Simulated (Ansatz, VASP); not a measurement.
# Li16HF15 (U centre (hydride ion on a halide site) in LiF): VASP beside Ansatz, part 2 of 2

One calculation is typed for both programs; each brings its own data sets. How far apart do they land? The cell is taken from a series of runs on this material, whose earlier steps may have relaxed, scaled, displaced or heated it; both programs get it as it stands.

VASP 6.6.1 and Ansatz 0.2.0.

So far: The starting structure; Ansatz: single point, HSE06.

### 3. VASP: single point, HSE06

Level of this step: HSE06; plane waves and PAW (Li_sv, F, H) (VASP).

The same cell, functional, mesh and smearing now go to VASP, with its own data sets.

Lines of VASP's logs that name or quote its potential files are left out, and so is its time.

The run reads the wave functions of an earlier VASP run, which isn't shown here.

Input file INCAR:

```
SYSTEM = Li16HF15
PREC = Accurate
ENCUT = 650
EDIFF = 1E-06
NELM = 100
ISMEAR = -1
SIGMA = 0.01
LREAL = Auto
ALGO = Normal
LHFCALC = .TRUE.
AEXX = 0.25
GGA = PE
HFSCREEN = 0.208
LASPH = .TRUE.
NBANDS = 99
PRECFOCK = Fast
LORBIT = 11
LWAVE = .FALSE.
LCHARG = .FALSE.
ISIF = 2
```

Input file POSCAR:

```
Li16HF15
1.0
   -4.0671287531      4.0671287531      4.0671287531
    4.0671287531     -4.0671287531      4.0671287531
    4.0671287531      4.0671287531     -4.0671287531
Li F H
16 15 1
Direct
    0.0000000000      0.0000000000      0.0000000000
    0.0000000000      0.2500000000      0.7500000000
    0.0000000000      0.5000000000      0.5000000000
    0.0000000000      0.7500000000      0.2500000000
    0.2500000000      0.0000000000      0.7500000000
    0.2476680183      0.2476680183      0.5000000000
    0.2461563341      0.4983560865      0.2475357891
    0.2500000000      0.7500000000      0.0000000000
    0.5000000000      0.0000000000      0.5000000000
    0.5000000000      0.2476680183      0.2476680183
    0.5000000000      0.5000000000      0.0000000000
    0.5000000000      0.7523319817      0.7523319817
    0.7500000000      0.0000000000      0.2500000000
    0.7500000000      0.2500000000      0.0000000000
    0.7523319817      0.5000000000      0.7523319817
    0.7523319817      0.7523319817      0.5000000000
    0.0000000000      0.0000000000      0.5000000000
    0.9996207982      0.2498103991      0.2498103991
    0.0000000000      0.5000000000      0.0000000000
    0.0003792018      0.7501896009      0.7501896009
    0.2498103991      0.9996207982      0.2498103991
    0.2498103991      0.2498103991      0.9996207982
    0.2498103991      0.5000000000      0.7501896009
    0.2498103991      0.7501896009      0.5000000000
    0.5000000000      0.0000000000      0.0000000000
    0.5000000000      0.2498103991      0.7501896009
    0.5000000000      0.7501896009      0.2498103991
    0.7501896009      0.0003792018      0.7501896009
    0.7501896009      0.2498103991      0.5000000000
    0.7501896009      0.5000000000      0.2498103991
    0.7501896009      0.7501896009      0.0003792018
    0.5696236232      0.5757137019      0.5060900787
```

Input file KPOINTS:

```
Automatic mesh
0
Gamma
1 1 1
0 0 0
```

Potentials, in the order of the species: Li_sv, F and H (PBE family, release 64).

The run is started by

```console
$ export OMP_NUM_THREADS=3
$ mpirun -np 1 vasp_gam
```

Numbers of over 12 decimals in the logs are rounded to 6 here.

Output:

```text
[banner, memory and clock lines left out]
running    1 mpi-ranks, on    1 nodes
[...]
Offloading initialized ...    1 GPUs detected
[...]
LDA part: xc-table for (Slater+PW92), standard interpolation
 found WAVECAR, reading the header
 POSCAR, INCAR and KPOINTS ok, starting setup
[...]
reading WAVECAR
 the WAVECAR file was read successfully
 initial charge from wavefunction
 entering main loop
       N       E                     dE             d eps       ncg     rms          rms(c)
DAV:   1    -0.177508222873E+03   -0.17751E+03   -0.26054E+00   214   0.822E+00    0.118E+00
DAV:   2    -0.177527427332E+03   -0.19204E-01   -0.28149E-01   268   0.184E+00    0.735E-01
DAV:   3    -0.177518383456E+03    0.90439E-02   -0.24083E-02   260   0.615E-01    0.472E-01
DAV:   4    -0.177516850043E+03    0.15334E-02   -0.27138E-03   252   0.159E-01    0.312E-01
[...]
DAV:   8    -0.177515692373E+03    0.20573E-04   -0.14334E-05   236   0.172E-02    0.337E-02
DAV:   9    -0.177515687982E+03    0.43918E-05   -0.52813E-06   228   0.110E-02    0.203E-02
DAV:  10    -0.177515687711E+03    0.27005E-06   -0.17535E-06   148   0.691E-03
   1 F= -.17751569E+03 E0= -.17751569E+03  d E =-.419185E-14
```

Parts of OUTCAR (step 3):

```text
  Total       -6.4034781     -6.4050577     -4.4669034     -0.0327035     -0.0446229     -0.0931291
  in kB      -38.1243772    -38.1337814    -26.5945953     -0.1947065     -0.2656714     -0.5544625
  external PRESSURE =     -34.2842513 kB  Pullay stress =       0.0000000 kB

 POSITION                                       TOTAL-FORCE (eV/Angst)
 -----------------------------------------------------------------------------------
      0.00000      0.00000      0.00000        -0.117060     -0.116255     -0.040425
      4.06713      2.03356     -2.03356        -0.005686     -0.000733     -0.073657
      4.06713      0.00000      0.00000         0.111382     -0.096901     -0.020504
      4.06713     -2.03356      2.03356         0.005514      0.000575     -0.069461
      2.03356      4.06713     -2.03356        -0.006948     -0.005551     -0.072804
      2.03356      2.03356     -0.01897         0.013842      0.007513     -0.282917
      2.03249     -0.01897      2.02127         0.023122      0.001502      0.268512
      2.03356     -2.03356      4.06713        -0.004275      0.007299     -0.001488
      0.00000      4.06713      0.00000        -0.116616      0.116137     -0.040089
     -0.01897      2.03356      2.03356        -0.010690      0.000919      0.224399
      0.00000      0.00000      4.06713         0.110996      0.096800     -0.020224
      4.08610      2.03356      2.03356        -0.015131     -0.000293      0.231190
     -2.03356      4.06713      2.03356        -0.006214      0.005539     -0.081124
     -2.03356      2.03356      4.06713        -0.008391     -0.007653     -0.001631
[...]
-----------------------------------------------------------------------------------
    total drift:                               -0.000266      0.000039      0.000198

  FREE ENERGIE OF THE ION-ELECTRON SYSTEM (eV)
  ---------------------------------------------------
  free  energy   TOTEN  =      -177.5156877115 eV

  energy  without entropy=     -177.5156877115  energy(sigma->0) =     -177.51568771

[... 3 further parts left out ...]
[key lines of the parts left out:]
E-fermi :   0.3390
```

The run ends at a pressure of -3.43 GPa, with forces up to 2.9 eV/Å.

### 4. Differences

Known differences besides the potentials themselves: exact exchange at q = 0 is treated differently, which shows on coarse meshes; VASP keeps PBE cores, Ansatz makes them for the functional; the cutoff is 420 eV in Ansatz and 650 eV in VASP (PREC = Accurate, projectors in real space); VASP takes a coarser grid for exact exchange (PRECFOCK = Fast). Total energies have different zeros and are not compared.

Compared:

```tsv
quantity	Ansatz	VASP	difference
gap on the k mesh (eV)	8.191	8.247	-0.056
```

Forces on 7 of the 32 atoms, those with the largest forces and the largest differences (eV/Å; atoms numbered as in POSCAR):

```tsv
atom	Ansatz x, y, z	VASP x, y, z
Li6	0.014, 0.008, -0.292	0.014, 0.008, -0.283
Li16	-0.021, -0.006, 1.248	-0.022, -0.006, 1.276
F20	-0.009, 0.300, 0.199	-0.009, 0.295, 0.196
F27	-0.010, -0.298, 0.200	-0.010, -0.294, 0.197
F28	0.338, 0.004, 0.239	0.333, 0.004, 0.237
F30	-0.270, 0.003, 0.162	-0.266, 0.003, 0.160
H32	-0.100, 0.001, -2.834	-0.099, 0.001, -2.859
```

The forces differ by 4.2 meV/Å r.m.s., which is 1.2 % of the r.m.s. force of 0.339 eV/Å (both taken over all components). A gap on the mesh is an upper bound, since the band edges may lie between its points.

### 5. Results

```json
{
  "r.m.s. force difference (single point, HSE06)": "1.2 % of the r.m.s. force",
  "difference in gap on the k mesh (single point, HSE06)": "-0.056 eV"
}
```

What this shows: The difference in gap on the k mesh is -0.056 eV (single point, HSE06), within the 0.08 eV picked in this series as the mark of a large difference. Such differences can come from data sets, numerical settings and the points named under the comparisons, not from the functional's error against experiment.

[Lines on the potential files, build, host, timing and source positions are cut from VASP's logs without a mark.]

[Logs are printed without paths, hosts, clocks, repeated set-up lines and the standing remarks that a program may print on its own settings, such as how far it seeks lower states.]

[Hosts, paths, dates, database ids (printed as entryN), source tags and the programs' standing remarks are cut or masked in the printed files.]
